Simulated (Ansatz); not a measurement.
# Gd (Fm-3m) in Ansatz: convergence with scf convergence dr2 threshold

Aim: find how far scf convergence dr2 threshold must go before the results for Gd settle, at PBEsol. This setting moves, with any that are tied to it; all else stays.

All numbers are computed with Ansatz 0.2.0; they aren't measurements. Logs are shortened: lines on timing, memory, paths and dates and some standing lists are left out, and cuts for length are marked.

### Step 1. Starting point

Symmetry: Fm-3m, No. 225, cubic system. Conventional cell: a = 5.172 Å, b = 5.172 Å, c = 5.172 Å, α = 90.00°, β = 90.00°, γ = 90.00°. Gd (site symmetry m-3m) is surrounded by 12 Gd at 3.66 Å.

This isn't the form of Gd at room conditions, which is hcp.

### Step 2. With scf convergence dr2 threshold 0.01

Input file input.yaml:

```yaml
crystal:
  lattice:
    - [0.0, 2.5858190855, 2.5858190855]
    - [2.5858190855, 0.0, 2.5858190855]
    - [2.5858190855, 2.5858190855, 0.0]
  atoms:
    - { symbol: Gd, position: [0.0, 0.0, 0.0], spin: 7.0 }
hamiltonian:
  xc: pbesol
  pseudopotentials: { kind: paw }
magnetization:
  spin_polarized: true
kpoints:
  mp_grid: { grid: [8, 8, 8] }
scf:
  occupations: { method: fermi_dirac, width: 0.1 }
  convergence: { dr2_threshold: 0.01 }
output:
  forces: true
  stress: true
  eigenvalues: true
```

Potentials or basis: Ansatz PAW.

Command:

```console
$ ansatz run input.yaml --threads 2 --pin off --max-ram 5632MiB --backend cpu --events-out ev --progress --plain --runs-dir out
```

Output:

```text
Warning: scf.convergence.dr2_threshold = 1e-2 eV is looser than this run's default, which is 1e-7 eV or tighter. The error in the forces grows as the threshold's square root, so leave the key out unless less accurate forces are enough
Warning: output.stress: scf.convergence.dr2_threshold = 1e-2 eV is looser than the 1e-10 eV advised for a printed stress (1e-10 eV for each atom of the cell: 1). What an SCF threshold leaves in a stress goes as its square root, and in the free energy as the threshold itself, and one threshold admits the most on a small cell: of the crystals measured, under no hybrid functional and no lock of the moments, on runs that ended without the residual-converged pass, on stresses that held no estimate of that error, the worst erred by over 100 MPa in a component at 1e-7 eV an atom and by under 5 at 1e-10. Set scf.convergence.dr2_threshold to 1e-10 eV or tighter. The threshold is an SCF's pass mark: one that does not reach it within its budget of iterations ends unconverged, or closes short of it on a stop that the run arms, and scf.convergence.dr2_threshold's page says what that costs each kind of run
Warning: RAYON_NUM_THREADS=2 ignored (pool sized by the plan → 2); use --threads N
Engine: ansatz 0.2.0, aarch64-unknown-linux-gnu
Pseudopotentials: kind: paw
Pseudopotential: Gd, paw, valence charge 18, recommended cutoff 420 eV (normal), Gd.paw.azcp
Functional definition: PBEsol
  exchange = pbesol_x
  correlation = pbesol_c
Crystal: 1 atoms, lattice volume = 34.580 Å³
Basis set: ecut = 420 eV, 645 PW (Γ), exchange–correlation on 50×50×50 points (8 copies of the dense FFT grid, shifted against one another)
Bands: 17, of which v1, the nominal top of the filled ones, is band 9 counted from 1 (8 counted from 0)
Symmetry: 48 space group operations
Space group: Fm-3m (ITA 225), of the structure as read, at distance tolerance 3.3e-5 Å
Magnetic group: BNS 225.116 (UNI 1618), of the structure as read, at distance tolerance 3.3e-5 Å
k-points: 29 of 512
Non-local potential: Gd, projectors of the file, l = 0: 3, l = 1: 2, l = 2: 2, l = 3: 3
PAW form: soft (Blöchl's): semilocal exchange-correlation on the pseudo side does not see the compensation charge
PAW frozen core: Gd, regenerated for the run's functional, and the local potential with it (the file was generated under x = pbe(κ = 0.804, μ = 0.2195149727645171), c = pbe(β = 0.06672455060314922))
PAW one-centre angular grid: Gd, 590 points (default); XC on 64 Gauss nodes
Initial density: superposition of atomic densities (chi_scale 0.1, normalization cell)
Starting moments: Σ|m| = 7 μB on 1 of 1 site
Initial wavefunctions: pseudopotential atomic-orbital guess
Functional: x = pbesol(κ = 0.804, μ = 0.12345679012345678), c = pbesol(β = 0.046)
iter 1 solved again at ethr=7.39e-4 eV; its pass at ethr=3.10e-3 eV (dr2=1.33e-1 eV) is discarded
SCF iter   1: F=—  HF=-9227.770481 eV  |F-HF|=—  |Δ(HF+E_count)|=         —  Δρ=2.50e-2 (↑8.44e-3 ↓2.50e-2)  dr2=1.31e-1  dr2_m=8.26e-2  M=7.166 μB ∫|m|=7.166 μB  β_m=0.30  ethr=7.39e-4  ⟨swp⟩=1.0  Hψ=5660  notcnv=0
Mixer restart at iter 1: flushing history
preconditioner: auto → Kerker (q_TF=auto, 2.447 Å⁻¹)  [metal: Δε(μ)=0.024 eV  Ē_g=12.247 eV  σ=0.100 eV  W_gap=0.06  n_scr=14 (ndim 8)  ℏωp=25.3 eV  f_vac=0.000  D(μ)=3.45/eV (n_scr^D=58)]
spin=Collinear: Kerker preconditioning applied to the charge; magnetization (m = ρ↑ − ρ↓) channel mixes plain (no charge-response kernel on spin).
SCF iter   2: F=—  HF=-9227.811667 eV  |F-HF|=—  |Δ(HF+E_count)|=   4.12e-2  Δρ=2.13e-2 (↑6.76e-3 ↓2.13e-2)  dr2=1.07e-1  dr2_m=5.75e-2  M=7.199 μB ∫|m|=7.199 μB  β_m=0.43  ethr=7.27e-4  ⟨swp⟩=1.5  Hψ=1023  notcnv=0
SCF iter   3: F=—  HF=-9227.912167 eV  |F-HF|=—  |Δ(HF+E_count)|=   1.00e-1  Δρ=8.22e-3 (↑3.29e-3 ↓8.22e-3)  dr2=1.90e-2  dr2_m=9.00e-3  M=7.328 μB ∫|m|=7.328 μB  β_m=0.65  ethr=5.93e-4  ⟨swp⟩=2.8  Hψ=2294  notcnv=0
SCF iter   4: F=—  HF=-9227.930887 eV  |F-HF|=—  |Δ(HF+E_count)|=   1.87e-2  Δρ=1.46e-3 (↑9.02e-4 ↓1.46e-3)  dr2=1.59e-3  dr2_m=1.60e-4  M=7.426 μB ∫|m|=7.426 μB  β_m=0.64  ethr=1.05e-4  ⟨swp⟩=2.0  Hψ=2190  notcnv=0
SCF iter   5: F=—  HF=-9227.931353 eV  |F-HF|=—  |Δ(HF+E_count)|=   4.67e-4  Δρ=7.00e-4 (↑6.48e-4 ↓7.00e-4)  dr2=2.65e-4  dr2_m=5.17e-5  M=7.433 μB ∫|m|=7.433 μB  β_m=0.71  ethr=8.83e-6  ⟨swp⟩=2.0  Hψ=1739  notcnv=0
SCF iter   6: F=-9227.931415 eV  HF=-9227.931496 eV  |F-HF|=8.11e-5  |Δ(HF+E_count)|=   1.42e-4  Δρ=4.67e-4 (↑2.34e-4 ↓4.67e-4)  dr2=9.48e-5  dr2_m=8.09e-6  M=7.442 μB ∫|m|=7.442 μB  ethr=1.47e-6  ⟨swp⟩=3.6  Hψ=5442  notcnv=0
SCF 1 converged in 6 iterations: F = -9227.931415 eV  dr2 = 9.48e-5
solved again in the potential of the output density, not every published eigenvalue holds within its bar: in spin ↑, 321 eigenvalues moved, the lowest at band 0; the one that moved furthest (k=19, band 10), published at 7.039 eV, moved by 0.055 eV, against a bar of 0.010 eV; in spin ↓, 364 eigenvalues moved, the lowest at band 0; the one that moved furthest (k=4, band 11), published at 12.298 eV, moved by 0.053 eV, against a bar of 0.010 eV (bands and k-points counted from 0; bands.shift_under_output_density.table_levels in the report). At each k-point, in each spin channel, the i-th published eigenvalue, in ascending order, is compared with the i-th on the output side: "moved" is said of an eigenvalue by its index, where the two differ by more than its bar. The level there was still moving when the self-consistency loop ended, or the two rows pair different levels: a move about equal to the distance to the next published one (band + 1 or band - 1 at that k-point) is a sign that the rows do. An eigenvalue that was not read stands at or over a band that did not come within the tolerance in that solve, or its shift or its bar came out as no number: whether it is settled is not known. No published value changes. The table publishes no pair of band edges (a metal's, for one, or one whose gap the smearing's tails bridge, one under two Fermi levels, one with no empty band)
SCF converged after 6 iterations
Magnetization: 7.4416 μB (12.7208 up, 5.2792 down)
Absolute magnetization: 7.4416 μB (∫|ρ↑−ρ↓|, with the PAW one-centre terms)
Spin contamination: 0.0125 ħ² per cell (⟨S²⟩ above its minimum at these occupations)
Per-site moments (μB) at R_I (Å): [(7.227709820153296, 1.5084714234798837)]
Free energy (F): -9227.931415 eV
Harris-Foulkes:  -9227.931496 eV  (|F-HF|=8.11e-5)
Internal energy: -9227.842055 eV  (E = F + TS)
E sigma→0 (E₀):  -9227.886735 eV
Entropy (-TS):   -0.089360 eV (-89.360 meV/atom)
Fermi energy:    11.545832 eV
--- Per-component energies (eV) ---
  E_band       = -43.317952
  E_kinetic    = 400.127980
  E_local      = -2175.294683  (includes V_loc(G=0)·N_el)
  E_nonlocal   = 295.882438
  E_hartree    = 897.167757
  E_xc         = -229.663890
  E_vxc        = -249.854018  (∫ρ·V_xc dr)
  E_paw        = -6348.654149  (= ΣΔE_a)
  E_vpaw       = -108.053528  (= ΣTr[D̂ρ^β])
  E_aug_tail   = 0.000000  (compensation charges beyond the density's cutoff)
  E_ewald      = -2068.068680
  E_core_change = 0.661171  (= ΣΔE_core)
  E_smearing   = -0.089360  (= −TS)
  E_closure    = 0.000000  (closes the sum)
  Σ components = -9227.931415   (vs F -9227.931415, Δ=0.00e0)
--- Forces (eV/Å), atoms counted from 1 ---
  atom   1  Gd     0.00000000    -0.00000000     0.00000000
  max |Σ_I F_I| component: 1.64e-31 eV/Å
--- Stress (GPa, compression-positive) ---
       -3.106159       0.000000       0.000000
        0.000000      -3.106159       0.000000
        0.000000       0.000000      -3.106159
  P = ⅓ Tr σ = -3.1062 GPa (-31.062 kbar)
--- Band table (eV; the first three rows and the last of 58) ---
  k-point 0 ↑: bands = ["-33.6247", "-10.7494", "-10.7494", "-10.7494", "6.5509", "6.8983", "6.9582", "6.9582", "6.9582", "7.0514", "7.0514", "7.0514", "12.8566", "12.8566", "12.8566", "15.0040", "15.0040"]
  k-point 1 ↑: bands = ["-33.6172", "-10.8442", "-10.7616", "-10.7616", "6.9087", "6.9369", "6.9634", "6.9671", "6.9671", "7.0341", "7.0341", "7.0519", "12.4982", "13.0388", "13.0388", "14.8409", "14.8409"]
  k-point 2 ↑: bands = ["-33.5989", "-11.0655", "-10.7908", "-10.7908", "6.9228", "6.9615", "6.9794", "6.9794", "7.0072", "7.0072", "7.0534", "7.9388", "11.9276", "13.1450", "13.1450", "15.0137", "15.0137"]
  k-point 28 ↓: bands = ["-30.4331", "-8.8626", "-8.8626", "-8.6518", "11.1432", "11.9408", "11.9408", "11.9623", "12.1070", "12.1070", "12.2039", "12.2841", "12.7093", "12.7093", "14.9293", "18.4835", "20.0217"]
```

Run time: 1.9 s. Hardware: 2 threads of Arm Neoverse V1, shared host; peak memory 0.33 GiB.

Results:

```
Free energy            : -9227.9314 eV
Pressure               : -3.1 GPa
Band gap on the k mesh : none (metal or under the smearing width)
Net moment             : 7.44 μB per cell
Absolute moment        : 7.44 μB per cell
Site moments           : Gd +7.23 μB
```

### Step 3. With scf convergence dr2 threshold 0.001

input.yaml: that of step 2 with these lines changed.

```diff
@@ -16,3 +16,3 @@
   occupations: { method: fermi_dirac, width: 0.1 }
-  convergence: { dr2_threshold: 0.01 }
+  convergence: { dr2_threshold: 0.001 }
 output:
```

Potentials or basis: Ansatz PAW.

Command:

```console
$ ansatz run input.yaml --threads 2 --pin off --max-ram 5632MiB --backend cpu --events-out ev --progress --plain --runs-dir out
```

Run time: 1.9 s. Hardware: 2 threads of Arm Neoverse V1, shared host; peak memory 0.33 GiB.

Results:

* Free energy: -9227.9314 eV
* Pressure: -3.1 GPa
* Band gap on the k mesh: none (metal or under the smearing width)
* Net moment: 7.44 μB per cell
* Absolute moment: 7.44 μB per cell
* Site moments: Gd +7.23 μB

### Step 4. With scf convergence dr2 threshold 0.0001

input.yaml: that of step 3 with these lines changed.

```diff
@@ -16,3 +16,3 @@
   occupations: { method: fermi_dirac, width: 0.1 }
-  convergence: { dr2_threshold: 0.001 }
+  convergence: { dr2_threshold: 0.0001 }
 output:
```

Command:

```console
$ ansatz run input.yaml --threads 2 --pin off --max-ram 5632MiB --backend cpu --events-out ev --progress --plain --runs-dir out
```

Run time: 1.9 s. Hardware: 2 threads of Arm Neoverse V1, shared host; peak memory 0.33 GiB.

Results:

- Free energy: -9227.9315 eV
- Pressure: -3.1 GPa
- Band gap on the k mesh: none (metal or under the smearing width)
- Net moment: 7.45 μB per cell
- Absolute moment: 7.45 μB per cell
- Site moments: Gd +7.23 μB

### Step 5. With scf convergence dr2 threshold 1e-05

input.yaml: that of step 4 with these lines changed.

```diff
@@ -16,3 +16,3 @@
   occupations: { method: fermi_dirac, width: 0.1 }
-  convergence: { dr2_threshold: 0.0001 }
+  convergence: { dr2_threshold: 1.0e-05 }
 output:
```

Command:

```console
$ ansatz run input.yaml --threads 2 --pin off --max-ram 5632MiB --backend cpu --events-out ev --progress --plain --runs-dir out
```

It took 2 s on 2 threads of Arm Neoverse V1, shared host; peak memory 0.33 GiB.

Results:

| Quantity | Value |
| --- | --- |
| Free energy | -9227.9315 eV |
| Pressure | -3.1 GPa |
| Band gap on the k mesh | none (metal or under the smearing width) |
| Net moment | 7.45 μB per cell |
| Absolute moment | 7.45 μB per cell |
| Site moments | Gd +7.24 μB |

### Step 6. With scf convergence dr2 threshold 1e-06

input.yaml: that of step 5 with these lines changed.

```diff
@@ -16,3 +16,3 @@
   occupations: { method: fermi_dirac, width: 0.1 }
-  convergence: { dr2_threshold: 1.0e-05 }
+  convergence: { dr2_threshold: 1.0e-06 }
 output:
```

Potentials or basis: Ansatz PAW.

Command:

```console
$ ansatz run input.yaml --threads 2 --pin off --max-ram 5632MiB --backend cpu --events-out ev --progress --plain --runs-dir out
```

Wall time 2 s (2 threads of Arm Neoverse V1, shared host); peak memory 0.33 GiB.

It converged, with:

```
Free energy            : -9227.9315 eV
Pressure               : -3.1 GPa
Band gap on the k mesh : none (metal or under the smearing width)
Net moment             : 7.45 μB per cell
Absolute moment        : 7.45 μB per cell
Site moments           : Gd +7.24 μB
```

### Step 7. With scf convergence dr2 threshold 1e-07

input.yaml: that of step 6 with these lines changed.

```diff
@@ -16,3 +16,3 @@
   occupations: { method: fermi_dirac, width: 0.1 }
-  convergence: { dr2_threshold: 1.0e-06 }
+  convergence: { dr2_threshold: 1.0e-07 }
 output:
```

Command:

```console
$ ansatz run input.yaml --threads 2 --pin off --max-ram 5632MiB --backend cpu --events-out ev --progress --plain --runs-dir out
```

Wall time 2 s (2 threads of Arm Neoverse V1, shared host); peak memory 0.33 GiB.

The run converged. Its results:

| Quantity | Value |
| --- | --- |
| Free energy | -9227.9315 eV |
| Pressure | -3.1 GPa |
| Band gap on the k mesh | none (metal or under the smearing width) |
| Net moment | 7.46 μB per cell |
| Absolute moment | 7.46 μB per cell |
| Site moments | Gd +7.24 μB |

### Step 8. With scf convergence dr2 threshold 1e-09

input.yaml: that of step 7 with these lines changed.

```diff
@@ -16,3 +16,3 @@
   occupations: { method: fermi_dirac, width: 0.1 }
-  convergence: { dr2_threshold: 1.0e-07 }
+  convergence: { dr2_threshold: 1.0e-09 }
 output:
```

Command:

```console
$ ansatz run input.yaml --threads 2 --pin off --max-ram 5632MiB --backend cpu --events-out ev --progress --plain --runs-dir out
```

Wall time 2.2 s (2 threads of Arm Neoverse V1, shared host); peak memory 0.33 GiB.

The run converged. Its results:

| Item | Value |
| --- | --- |
| Free energy | -9227.9315 eV |
| Pressure | -3.1 GPa |
| Band gap on the k mesh | none (metal or under the smearing width) |
| Net moment | 7.46 μB per cell |
| Absolute moment | 7.46 μB per cell |
| Site moments | Gd +7.24 μB |

### Step 9. With scf convergence dr2 threshold 1e-11

input.yaml: that of step 8 with these lines changed.

```diff
@@ -16,3 +16,3 @@
   occupations: { method: fermi_dirac, width: 0.1 }
-  convergence: { dr2_threshold: 1.0e-09 }
+  convergence: { dr2_threshold: 1.0e-11 }
 output:
```

Potentials or basis: Ansatz PAW.

Command:

```console
$ ansatz run input.yaml --threads 2 --pin off --max-ram 5632MiB --backend cpu --events-out ev --progress --plain --runs-dir out
```

It took 2.2 s on 2 threads of Arm Neoverse V1, shared host; peak memory 0.33 GiB.

It converged, with:

```
Free energy            : -9227.9315 eV
Pressure               : -3.1 GPa
Band gap on the k mesh : none (metal or under the smearing width)
Net moment             : 7.46 μB per cell
Absolute moment        : 7.46 μB per cell
Site moments           : Gd +7.24 μB
```

### Step 10. Result

```tsv
scf convergence dr2 threshold	energy less the tightest run, at zero smearing (meV/atom)	absolute moment (μB)	SCF cycles	CPU time (s)	peak memory (GiB)
0.01	0.49	7.44	6	3.3	0.33
0.001	0.49	7.44	6	3.2	0.33
0.0001	-0.06	7.45	7	3.3	0.33
1e-05	0.04	7.45	8	3.5	0.33
1e-06	0.00	7.45	9	3.5	0.33
1e-07	-0.01	7.46	10	3.6	0.33
1e-09	0.00	7.46	12	3.8	0.33
1e-11	0.00	7.46	13	4	0.33
```

Against the tightest run, the energy stays within 1 meV/atom from 0.01 on; the absolute moment stays within 0.02 μB from 0.01 on. The tightest run that finished is the yardstick and may itself not be fully converged.

Caveats: spin-orbit coupling is left out, which moves the levels of the heavy elements; the PAW data sets come from PBE, with cores solved anew for the run's functional, which leaves a small shift of forces and pressure.
